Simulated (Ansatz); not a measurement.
The structure comes from a relaxation in the same program, started in the CdI2 type, and has space group P-3m1. Whether it is a known phase or the ground state wasn't checked.

Below is the log of a run of Ansatz 0.2.0.

```
Si: projections on atomic orbitals take those of the free atom 1s2 2s2 2p6 3s2 3p2, of charge +0.00 (hamiltonian.pseudopotentials.projection_atoms)
O: projections on atomic orbitals take those of the free atom 1s2 2s2 2p4, of charge +0.00 (hamiltonian.pseudopotentials.projection_atoms)
LAPW: plane waves up to 10.640 Å⁻¹, error target 1.0e-3 eV per atom; small_component_spin mean_spin; O in spheres of 0.884 Å, 8 of its electrons in bands, Dirac shells []; Si in spheres of 0.923 Å, 12 of its electrons in bands, Dirac shells []
Engine: ansatz 0.2.0
Pseudopotentials: kind: all_electron
Pseudopotential: Si, LAPW, valence charge 12, Koelling and Harmon's equation, gaussian nucleus
Pseudopotential: O, LAPW, valence charge 8, Koelling and Harmon's equation, gaussian nucleus
Functional definition: PBE
  parameter kappa = 0.804
  parameter beta = 0.06672455060314922
  exchange = pbe_x(kappa = kappa, mu = beta*pi^2/3)
  correlation = pbe_c(beta = beta)
Crystal: 3 atoms, lattice volume = 34.876 Å³
Basis set: ecut = 431.31098614777756 eV, 709 PW (Γ), exchange–correlation at level 2
Bands: 18, of which v1, the nominal top of the filled ones, is band 14 counted from 1 (13 counted from 0)
Symmetry: 12 space group operations
Space group: P-3m1 (ITA 164), of the structure as read, at distance tolerance 3.3e-5 Å
k-points: 234 of 2304
Non-local potential: Si, projectors of the file, none
Non-local potential: O, projectors of the file, none
Initial density: superposition of atomic densities (chi_scale 0.1, normalization cell, long waves kept (reshape's long-wave potential 0.54 eV rms))
Initial wavefunctions: plane waves of lowest kinetic energy (no species holds an atomic orbital)
Functional: x = pbe(κ = 0.804, μ = 0.2195149727645171), c = pbe(β = 0.06672455060314922)
iter 1 solved again at ethr=1.43e-2 eV; its pass at ethr=1.00e-1 eV (dr2=3.99e0 eV) is discarded
SCF iter   1: F=—  HF=-11993.623138 eV  |F-HF|=—  |Δ(HF+E_count)|=         —  Δρ=1.15e-1  dr2=3.99e0  ethr=1.43e-2  ⟨swp⟩=2.0  Hψ=28564  notcnv=0
preconditioner: auto → none  [insulator: Δε(μ)=7.867 eV  Ē_g=19.518 eV  σ=0.030 eV  W_gap=1.00  n_scr=4 (ndim 8)  ℏωp=25.2 eV  f_vac=0.268  D(μ)=0.00/eV (n_scr^D=0)  ε∞_Penn≈2.7]
iter 2 solved again at ethr=7.89e-4 eV; its pass at ethr=1.42e-2 eV (dr2=2.21e-1 eV) is discarded
SCF iter   2: F=—  HF=-11991.743349 eV  |F-HF|=—  |Δ(HF+E_count)|=    1.88e0  Δρ=2.79e-2  dr2=2.22e-1  ethr=7.89e-4  ⟨swp⟩=2.1  Hψ=23142  notcnv=0
SCF iter   3: F=—  HF=-11991.491822 eV  |F-HF|=—  |Δ(HF+E_count)|=   2.52e-1  Δρ=1.63e-2  dr2=6.17e-2  ethr=7.89e-4  ⟨swp⟩=3.0  Hψ=14367  notcnv=0
SCF iter   4: F=—  HF=-11991.495642 eV  |F-HF|=—  |Δ(HF+E_count)|=         —  Δρ=2.91e-3  dr2=3.10e-3  ethr=2.20e-4  ⟨swp⟩=2.4  Hψ=12742  notcnv=0
the basis was enlarged: its passes take 331.4 KiB over the memory plan, 1 of 1 planned eigensolver slots
SCF iter   5: F=—  HF=-11991.495361 eV  |F-HF|=—  |Δ(HF+E_count)|=   2.81e-4  Δρ=4.55e-4  dr2=4.22e-5  ethr=1.11e-5  ⟨swp⟩=3.0  Hψ=13671  notcnv=0
SCF iter   6: F=—  HF=-11991.495379 eV  |F-HF|=—  |Δ(HF+E_count)|=   1.82e-5  Δρ=8.59e-5  dr2=2.63e-6  ethr=1.51e-7  ⟨swp⟩=3.0  Hψ=12347  notcnv=0
SCF iter   7: F=-11991.495378 eV  HF=-11991.495378 eV  |F-HF|=1.24e-8  |Δ(HF+E_count)|=   1.29e-6  Δρ=1.66e-5  dr2=8.68e-8  ethr=9.38e-9  ⟨swp⟩=2.0  Hψ=11700  notcnv=0
SCF 1 converged in 7 iterations: F = -11991.495378 eV  dr2 = 8.68e-8
NSCF: frozen V_eff on 65 k-points
SCF converged after 7 iterations
Free energy (F): -11991.495378 eV
Harris-Foulkes:  -11991.495378 eV  (|F-HF|=1.24e-8)
Internal energy: -11991.495378 eV  (E = F + TS)
E sigma→0 (E₀):  -11991.495378 eV
Fermi energy:    7.166845 eV
--- Per-component energies (eV) ---
  E_band       = -2817.377551
  E_kinetic    = 12006.227209
  E_xc         = -1038.108147
  E_electrostatic = -22959.614440  (all electrons and nuclei)
  E_smearing   = -0.000000  (= −TS)
  E_closure    = 0.000000  (closes the sum)
  E_atoms      = -11968.663890  (free atoms, spherical and without spin; not in F)
  Σ components = -11991.495378   (vs F -11991.495378, Δ=0.00e0)
  Basis errors (estimates in eV, not in F): energy 4.6e-4 per atom: plane waves 4.2e-4 (2.5e-4 summed), levels above the bands 1.4e-149, relativity 1.5e-7, radial functions 4.2e-5, core shells 2.9e-12; eigenvalues (radial functions only) 4.9e-5; not estimated: angular momenta, meshes, grids; target (lapw.basis_error) 1.0e-3; muffin-tin radii O 0.884 Å, Si 0.923 Å
--- Forces (eV/Å), atoms counted from 1 ---
  atom   1  Si    -0.00000000    -0.00000000     0.00000000
  atom   2  O      0.00000000     0.00000000     0.00608888
  atom   3  O     -0.00000000    -0.00000000    -0.00608888
  max |Σ_I F_I| component: 1.39e-17 eV/Å
--- Stress (GPa, compression-positive) ---
        0.037377      -0.000000       0.000000
        0.000000       0.037377       0.000000
        0.000000       0.000000       0.094139
  P = ⅓ Tr σ = 0.0563 GPa (0.563 kbar)
--- Band table (eV; the first three rows and the last of 234) ---
  k-point 0: bands = ["-499.8997", "-499.8997", "-129.1153", "-85.1862", "-85.1782", "-85.1782", "-17.0838", "-13.3458", "-0.7070", "1.9544", "1.9544", "3.0159", "3.0159", "3.5147", "10.2383", "12.3747", "14.8860", "17.3477"]
  k-point 1: bands = ["-499.8997", "-499.8997", "-129.1153", "-85.1862", "-85.1782", "-85.1782", "-17.0831", "-13.3478", "-0.6834", "1.9545", "1.9545", "3.0157", "3.0157", "3.4687", "10.3068", "12.3695", "14.7987", "17.3468"]
  k-point 2: bands = ["-499.8997", "-499.8997", "-129.1153", "-85.1862", "-85.1782", "-85.1782", "-17.0814", "-13.3531", "-0.6217", "1.9549", "1.9549", "3.0153", "3.0153", "3.3518", "10.4886", "12.3527", "14.5761", "17.3445"]
  k-point 233: bands = ["-499.8997", "-499.8997", "-129.1142", "-85.1851", "-85.1847", "-85.1836", "-13.7017", "-13.3816", "-3.7517", "-1.7625", "-1.4746", "0.0741", "3.1835", "3.4134", "14.4338", "17.2135", "17.7083", "18.0618"]
--- Löwdin populations: 3 sites ---
  site symbol       q [e]
     0     Si     12.3703
     1      O      8.7041
     2      O      8.7041
  spilling = 0.007386 (of n_electrons = 30.000000)
```

The cell and starting positions:

```
CELL_PARAMETERS angstrom
2.69843 0.00000 0.00000
-1.34921 2.33691 0.00000
0.00000 0.00000 5.53057
ATOMIC_POSITIONS crystal
Si 0.00000 0.00000 0.00000
O 0.33333 0.66667 0.16556
O 0.66667 0.33333 0.83444
```

Parts of the input that the log doesn't repeat:

```yaml
  band_path:
    path:
      - [0.0, 0.0, 0.0]
      - [0.5, 0.0, 0.0]
      - [0.3333333333, 0.3333333333, 0.0]
      - [0.0, 0.0, 0.0]
      - [0.0, 0.0, 0.5]
      - [0.5, 0.0, 0.5]
      - [0.3333333333, 0.3333333333, 0.5]
      - [0.0, 0.0, 0.5]
      - [0.5, 0.0, 0.5]
    npoints: 8
output:
  forces: true
  stress: true
  eigenvalues: true
  populations: true
  dos: { projected: true, de: 0.2, e_range: [-14, 8] }
```

Question: Write the input that produced this log.

Answer: 
```yaml
crystal:
  lattice:
    - [2.6984283285, 0.0, 0.0]
    - [-1.3492141643, 2.3369074828, 0.0]
    - [0.0, 0.0, 5.5305704978]
  atoms:
    - { symbol: Si, position: [0.0, 0.0, 0.0] }
    - { symbol: O, position: [0.3333333333, 0.6666666667, 0.1655642964] }
    - { symbol: O, position: [0.6666666667, 0.3333333333, 0.8344357036] }
kpoints:
  mp_grid: { grid: [16, 16, 9] }
  band_path:
    path:
      - [0.0, 0.0, 0.0]
      - [0.5, 0.0, 0.0]
      - [0.3333333333, 0.3333333333, 0.0]
      - [0.0, 0.0, 0.0]
      - [0.0, 0.0, 0.5]
      - [0.5, 0.0, 0.5]
      - [0.3333333333, 0.3333333333, 0.5]
      - [0.0, 0.0, 0.5]
      - [0.5, 0.0, 0.5]
    npoints: 8
scf:
  occupations: { method: fermi_dirac, width: 0.03 }
hamiltonian:
  xc: pbe
  pseudopotentials: { kind: all_electron, lapw: { basis_error: 0.001 } }
output:
  forces: true
  stress: true
  eigenvalues: true
  populations: true
  dos: { projected: true, de: 0.2, e_range: [-14, 8] }
```
This is the input that was run; digits and keys that the log doesn't show could differ in an equivalent one.
